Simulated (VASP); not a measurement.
# Ge (P6_3/mmc) in VASP: notebook

Runs on Ge. Level: PBE. Tasks: single point.

Program: VASP 6.6.1. These are calculated values, not measurements. Logs are shortened: lines on timing, memory, paths and dates and some standing lists are left out, and cuts for length are marked.

**1. The crystal as given**

The structure is hexagonal, space group P6_3/mmc (No. 194). The conventional cell has a = 4.066 Å, b = 4.066 Å, c = 13.336 Å, α = 90.00°, β = 90.00°, γ = 120.00°. Ge (site symmetry 3m) has 4 Ge at 2.49 Å as nearest neighbours. Ge (site symmetry 3m) is surrounded by 4 Ge at 2.49 to 2.51 Å.

This isn't the form of Ge at room conditions, which is diamond.

**2. Single point, PBE**

Contents of INCAR:

```
PREC     = Accurate       # precision mode
ENCUT    = 520            # plane-wave cutoff, eV
EDIFF    = 1E-7           # SCF threshold, eV
ISMEAR   = 0              # smearing method
SIGMA    = 0.1            # smearing width, eV
LREAL    = F              # projectors in reciprocal space
LASPH    = T              # aspherical terms in the spheres
NELM     = 60             # most SCF steps
ALGO     = Fast           # electronic algorithm
ISIF     = 2              # what is computed and relaxed
LWAVE    = F              # write WAVECAR
LCHARG   = T              # write CHGCAR
GGA      = PE             # functional
LELF     = T              # ELF
LVHAR    = T            
NBANDS   = 66             # bands
```

Contents of KPOINTS:

```
regular mesh
0
Gamma
  12 12 4
```

Contents of POSCAR:

```
Ge
1.0
    4.0658732075      0.0000000000      0.0000000000
   -2.0329366038      3.5211494863      0.0000000000
    0.0000000000      0.0000000000     13.3363335899
Ge
8
Direct
    0.0000000000      0.0000000000      0.4067747622
    0.0000000000      0.0000000000      0.5932252378
    0.0000000000      0.0000000000      0.9067747622
    0.0000000000      0.0000000000      0.0932252378
    0.3333333333      0.6666666667      0.3442031333
    0.6666666667      0.3333333333      0.6557968667
    0.6666666667      0.3333333333      0.8442031333
    0.3333333333      0.6666666667      0.1557968667
```

Potentials or basis: VASP PAW PBE potentials, release 64 (Ge_d).

Started as:

```
> cat potpaw_PBE.64/Ge_d/POTCAR > POTCAR
> mpirun -np 1 vasp_std > vasp.out
```

OUTCAR:

```text
PREC = Accurate
   ENCUT = 520
   EDIFF = 1E-7
   ISMEAR = 0
   LREAL = F
   LASPH = T
   NELM = 60
   ISIF = 2
   GGA = PE

 ion  position               nearest neighbor table
   1  0.000  0.000  0.407-   2 2.49   5 2.49   5 2.49   5 2.49
   2  0.000  0.000  0.593-   1 2.49   6 2.49   6 2.49   6 2.49
   3  0.000  0.000  0.907-   4 2.49   7 2.49   7 2.49   7 2.49
   4  0.000  0.000  0.093-   3 2.49   8 2.49   8 2.49   8 2.49
   5  0.333  0.667  0.344-   1 2.49   1 2.49   1 2.49   8 2.51
   6  0.667  0.333  0.656-   2 2.49   2 2.49   2 2.49   7 2.51
   7  0.667  0.333  0.844-   3 2.49   3 2.49   3 2.49   6 2.51
   8  0.333  0.667  0.156-   4 2.49   4 2.49   4 2.49   5 2.51

  LATTYP: Found a hexagonal cell.
 ALAT       =     4.0658732075
 C/A-ratio  =     3.2800662759

  Lattice vectors:

 A1 = (   4.0658732075,   0.0000000000,   0.0000000000)
 A2 = (  -2.0329366038,   3.5211494863,   0.0000000000)
 A3 = (   0.0000000000,   0.0000000000,  13.3363335899)

Analysis of symmetry for initial positions (statically):
=====================================================================
 Subroutine PRICEL returns:
 Original cell was already a primitive cell.

 Routine SETGRP: Setting up the symmetry group for a
 hexagonal supercell.

 Subroutine GETGRP returns: Found 24 space group operations
 (whereof 12 operations were pure point group operations)
 out of a pool of 24 trial point group operations.

The static configuration has the point symmetry D_3d.
 The point group associated with its full space group is D_6h.

Analysis of symmetry for dynamics (positions and initial velocities):
=====================================================================
 Subroutine PRICEL returns:
 Original cell was already a primitive cell.

 Routine SETGRP: Setting up the symmetry group for a
 hexagonal supercell.

 Subroutine GETGRP returns: Found 24 space group operations
 (whereof 12 operations were pure point group operations)
 out of a pool of 24 trial point group operations.

The dynamic configuration has the point symmetry D_3d.
 The point group associated with its full space group is D_6h.

 Subroutine INISYM returns: Found 24 space group operations
 (whereof 12 operations are pure point group operations),
 and found     1 'primitive' translations

----------------------------------------------------------------------------------------

                                     Primitive cell

  volume of cell :     190.9303

  direct lattice vectors                    reciprocal lattice vectors
     4.065873208  0.000000000  0.000000000     0.245949627  0.141999084  0.000000000
    -2.032936604  3.521149486  0.000000000     0.000000000  0.283998167  0.000000000
     0.000000000  0.000000000 13.336333590     0.000000000  0.000000000  0.074983127

  length of vectors
     4.065873208  4.065873208 13.336333590     0.283998167  0.283998167  0.074983127

  position of ions in fractional coordinates (direct lattice)
     0.000000000  0.000000000  0.406774762
     0.000000000  0.000000000  0.593225238
     0.000000000  0.000000000  0.906774762
     0.000000000  0.000000000  0.093225238
     0.333333333  0.666666667  0.344203133
     0.666666667  0.333333333  0.655796867
     0.666666667  0.333333333  0.844203133
     0.333333333  0.666666667  0.155796867

  ion indices of the primitive-cell ions
   primitive index   ion index
                 1           1
                 2           2
                 3           3
                 4           4
                 5           5
                 6           6
                 7           7
                 8           8

----------------------------------------------------------------------------------------

 KPOINTS: regular mesh

Automatic generation of k-mesh.
 Grid dimensions read from file:
 generate k-points for:   12   12    4

 Generating k-lattice:

  Cartesian coordinates                     Fractional coordinates (reciprocal lattice)
     0.020495802  0.011833257  0.000000000     0.083333333  0.000000000  0.000000000
     0.000000000  0.023666514  0.000000000     0.000000000  0.083333333  0.000000000
     0.000000000  0.000000000  0.018745782     0.000000000  0.000000000  0.250000000

  Length of vectors
     0.023666514  0.023666514  0.018745782

  Shift w.r.t. Gamma in fractional coordinates (k-lattice)
     0.000000000  0.000000000  0.000000000

 Subroutine IBZKPT returns following result:
 ===========================================

 Found     57 irreducible k-points:

 Following reciprocal coordinates:
            Coordinates               Weight
  0.000000  0.000000  0.000000      1.000000
  0.083333 -0.000000  0.000000      6.000000
  0.166667  0.000000  0.000000      6.000000
  0.250000  0.000000  0.000000      6.000000
  0.333333 -0.000000  0.000000      6.000000
  0.416667  0.000000  0.000000      6.000000
[... 16 lines left out ...]
  0.250000  0.000000  0.250000     12.000000
  0.333333 -0.000000  0.250000     12.000000
 [... further k-points ...]
   k-points           NKPTS =     57   k-points in BZ     NKDIM =     57   number of bands    NBANDS=     66
   number of dos      NEDOS =    301   number of ions     NIONS =      8
   total plane-waves  NPLWV =  90000
   dimension x,y,z NGX =    30 NGY =   30 NGZ =  100
   dimension x,y,z NGXF=    60 NGYF=   60 NGZF=  200
   ions per type =               8
   NGX,Y,Z   is equivalent  to a cutoff of  12.27, 12.27, 12.47 a.u.
   NGXF,Y,Z  is equivalent  to a cutoff of  24.53, 24.53, 24.93 a.u.
 SYSTEM =  unknown system
   PREC   = accura    normal or accurate (medium, high low for compatibility)
   ISTART =      0    job   : 0-new  1-cont  2-samecut
   ICHARG =      2    charge: 1-file 2-atom 10-const
   ISPIN  =      1    spin polarized calculation?
   LNONCOLLINEAR =      F non collinear calculations
   LSORBIT =      F    spin-orbit coupling
   LASPH  =      T    aspherical Exc in radial PAW
   ENCUT  =  520.0 eV  38.22 Ry    6.18 a.u.   7.56  7.56 24.80*2*pi/ulx,y,z
   NELM   =     60;   NELMIN=  2; NELMDL= -5     # of ELM steps
   EDIFF  = 0.1E-06   stopping-criterion for ELM
   LREAL  =      F    real-space projection
   EDIFFG = 0.1E-05   stopping-criterion for IOM
   NSW    =      0    number of steps for IOM
   IBRION =     -1    ionic relax: 0-MD 1-quasi-New 2-CG
   NFREE  =      0    steps in history (QN), initial steepest desc. (CG)
   ISIF   =      2    stress and relaxation
   ISYM   =      2    0-nonsym 1-usesym 2-fastsym
   POTIM  = 0.5000    time-step for ionic-motion
   TEBEG  =    0.0;   TEEND  =   0.0 temperature during run
   PSTRESS=    0.0 pullay stress
   NELECT =     112.0000    total number of electrons
   NUPDOWN=      -1.0000    fix difference up-down
   EMIN   =  10.00;   EMAX   =-10.00  energy-range for DOS
   EFERMI =   0.00;   METHOD = LEGACY
   ISMEAR =     0;   SIGMA  =   0.10  broadening in eV -4-tet -1-fermi 0-gaus
   EFERMI_NEDOS =   21; number of points for ismear=-14 and -15
   IALGO  =     68    algorithm
   IMIX   =      4    mixing-type and parameters
     AMIX     =   0.40;   BMIX     =  1.00
     AMIX_MAG =   1.60;   BMIX_MAG =  1.00
  volume/ion in A,a.u.               =      23.87       161.06
  Fermi-wavevector in a.u.,A,eV,Ry     =   1.370427  2.589732 25.552698  1.878070
  Thomas-Fermi vector in A             =   2.496214
   LORBIT       =      0    0 simple, 1 ext, 2 COOP (PROOUT), +10 PAW based schemes
   GGA     = PE    functional components
   LHFCALC =     F    Hartree Fock is set to
   AEXX    =    0.0000 exact exchange contribution
   IVDW    =     0    specifies the selected vdW correction
   LEPSILON=     F    determine dielectric tensor
   LRPA    =     F    only Hartree local field effects (RPA)
 non-spin polarized calculation
 RMM-DIIS sequential band-by-band and
 Gauss-broadening in eV      SIGMA  =   0.10
  energy-cutoff  :      520.00
  volume of cell :      190.93
 maximum number of plane-waves:      5186
   NGX = 15   NGY = 15   NGZ = 49

 number of electron     111.9999930 magnetization

 Free energy of the ion-electron system (eV)
  ---------------------------------------------------
  ext. energy  EPLUGINS =         0.00000000
  ---------------------------------------------------
  free energy    TOTEN  =       -36.08027662 eV

  energy without entropy =      -36.07901217  energy(sigma->0) =      -36.07964440

 E-fermi :   4.5106     XC(G=0):  -9.6750

 val. band max:        4.4874913523   @ k =   0.0000   0.0000   0.0000
 cond. band min:       4.5611154258   @ k =   0.0000   0.0000   0.0000
 fundamental gap:      0.0736240734
 Fermi energy:         4.5105770176

 k-point     1 :       0.0000    0.0000    0.0000
  band No.  band energies     occupation
      1     -20.2866      2.00000
      2     -20.2866      2.00000
      3     -20.2786      2.00000
      4     -20.2786      2.00000
      5     -20.2748      2.00000
      6     -20.2748      2.00000
[... 58 lines left out ...]
     65       7.7151      0.00000
     66       8.2185      0.00000

 k-point     2 :       0.0833   -0.0000    0.0000
  band No.  band energies     occupation
      1     -20.2916      2.00000
      2     -20.2882      2.00000
      3     -20.2801      2.00000
      4     -20.2797      2.00000
      5     -20.2784      2.00000
      6     -20.2763      2.00000
[... 58 lines left out ...]
     65       8.0018      0.00000
     66       8.3657      0.00000

 k-point     3 :       0.1667    0.0000    0.0000
  band No.  band energies     occupation
      1     -20.2997      2.00000
      2     -20.2913      2.00000
      3     -20.2841      2.00000
      4     -20.2833      2.00000
      5     -20.2827      2.00000
      6     -20.2796      2.00000
[... 1438 lines left out ...]
     65       9.0612      0.00000
     66       9.5905      0.00000

 k-point    24 :       0.3333   -0.0000    0.2500
  band No.  band energies     occupation
      1     -20.3061      2.00000
      2     -20.2953      2.00000
      3     -20.2946      2.00000
      4     -20.2906      2.00000
      5     -20.2842      2.00000
      6     -20.2824      2.00000
[... 58 lines left out ...]
     65       9.4205      0.00000
     66       9.5904      0.00000

 [... further k-points ...]

------------------------ aborting loop because EDIFF is reached ----------------------------------------

  FORCE on cell =-STRESS in cart. coord.  units (eV):
  Direction    XX          YY          ZZ          XY          YZ          ZX
  --------------------------------------------------------------------------------------
  -------------------------------------------------------------------------------------
  Total       -0.0467634     -0.0467634      0.0003349      0.0000000      0.0000000     -0.0000000
  in kB       -0.3924116     -0.3924116      0.0028106      0.0000000      0.0000000     -0.0000000
  external PRESSURE =      -0.2606708 kB  Pullay stress =       0.0000000 kB

 VOLUME and BASIS-vectors are now :
 -----------------------------------------------------------------------------
  energy-cutoff  :      520.00
  volume of cell :      190.93
      direct lattice vectors                 reciprocal lattice vectors
     4.065873208  0.000000000  0.000000000     0.245949627  0.141999084  0.000000000
    -2.032936604  3.521149486  0.000000000     0.000000000  0.283998167  0.000000000
     0.000000000  0.000000000 13.336333590     0.000000000  0.000000000  0.074983127

 POSITION                                       TOTAL-FORCE (eV/Angst)
 -----------------------------------------------------------------------------------
      0.00000      0.00000      5.42488        -0.000000     -0.000000      0.004481
      0.00000      0.00000      7.91145        -0.000000      0.000000     -0.004481
      0.00000      0.00000     12.09305        -0.000000      0.000000      0.004481
      0.00000      0.00000      1.24328        -0.000000     -0.000000     -0.004481
     -0.00000      2.34743      4.59041         0.000000      0.000000     -0.003327
      2.03294      1.17372      8.74593        -0.000000     -0.000000      0.003327
      2.03294      1.17372     11.25857         0.000000     -0.000000     -0.003327
     -0.00000      2.34743      2.07776         0.000000      0.000000      0.003327
 -----------------------------------------------------------------------------------
    total drift:                                0.000000     -0.000000      0.000000

  FREE ENERGIE OF THE ION-ELECTRON SYSTEM (eV)
  ---------------------------------------------------
  free  energy   TOTEN  =       -36.0802766193 eV

  energy  without entropy=      -36.0790121720  energy(sigma->0) =      -36.07964440
```

Wall time 8.4 min (1 thread of Intel Xeon 6975P-C (Granite Rapids), shared host); peak memory 0.6 GiB.

What came out:

```
Free energy            : -36.0803 eV
Pressure               : 0.0 GPa
Largest force          : 0.004 eV/Å
Band gap on the k mesh : none (metal or under the smearing width)
```

Forces in eV/Å, atoms in the order of the input:
```
Ge   0.000  0.000  0.004
Ge   0.000  0.000 -0.004
Ge   0.000  0.000  0.004
Ge   0.000  0.000 -0.004
Ge   0.000  0.000 -0.003
Ge   0.000  0.000  0.003
Ge   0.000  0.000 -0.003
Ge   0.000  0.000  0.003
```

**3. Single point, PBE**

This run uses another cell than the first one, of 22.82 Å³/atom, 0.956 times its volume.

Contents of INCAR:

```
ALGO = Fast
EDIFF = 1E-6
ENCUT = 520
GGA = PE
ISIF = 2
ISMEAR = 0
LASPH = T
LCHARG = F
LREAL = F
LWAVE = F
NBANDS = 66
NELM = 80
PREC = Accurate
SIGMA = 0.1
```

Contents of KPOINTS:

```
k-points
0
Gamma
  6 6 2
```

Contents of POSCAR:

```
Ge
1.0
    4.0031158814      0.0000000000      0.0000000000
   -2.0015579407      3.4668000476      0.0000000000
    0.0000000000      0.0000000000     13.1567068600
Ge
8
Direct
    0.0000000000      0.0000000000      0.4068511600
    0.0000000000      0.0000000000      0.5931488400
    0.0000000000      0.0000000000      0.9068511600
    0.0000000000      0.0000000000      0.0931488400
    0.3333333300      0.6666666700      0.3440584300
    0.6666666700      0.3333333300      0.6559415700
    0.6666666700      0.3333333300      0.8440584300
    0.3333333300      0.6666666700      0.1559415700
```

Potentials or basis: VASP PAW PBE potentials, release 64 (Ge_d).

Started as:

```
> cat potpaw_PBE.64/Ge_d/POTCAR > POTCAR
> mpirun -np 1 vasp_std > vasp.out
```

It took 1.8 min on 1 thread of Intel Xeon 6975P-C (Granite Rapids), shared host; peak memory 0.34 GiB.

The run converged. Its results:

```
Free energy            : -35.9204 eV
Pressure               : 3.1 GPa
Largest force          : 0.013 eV/Å
Band gap on the k mesh : none (metal or under the smearing width)
```

Forces in eV/Å, atoms in the order of the input:
```
Ge   0.000  0.000 -0.013
Ge   0.000  0.000  0.013
Ge   0.000  0.000 -0.013
Ge   0.000  0.000  0.013
Ge   0.000  0.000 -0.006
Ge   0.000  0.000  0.006
Ge   0.000  0.000 -0.006
Ge   0.000  0.000  0.006
```

Stress tensor (GPa, compression positive):
```
3.22 0.00 0.00
0.00 3.22 0.00
0.00 0.00 2.77
```

Levels at points of the mesh, in eV from the Fermi level:
```tsv
k point	band 52	band 53	band 54	band 55	band 56	band 57	band 58	band 59	band 60	band 61
(0.00, 0.00, 0.00)	-0.86	-0.86	-0.15	-0.06	0.02	0.02	0.02	0.49	0.80	2.37
(0.50, 0.00, 0.00)	-2.44	-2.43	-2.42	-1.85	-1.46	0.21	0.36	0.60	1.42	1.74
(0.00, 0.00, 0.50)	-1.33	-0.32	-0.32	-0.32	-0.32	0.16	0.16	1.13	1.13	2.76
(0.50, 0.00, 0.50)	-2.92	-2.61	-2.61	-1.80	-1.80	0.65	0.65	1.27	1.27	2.21
```
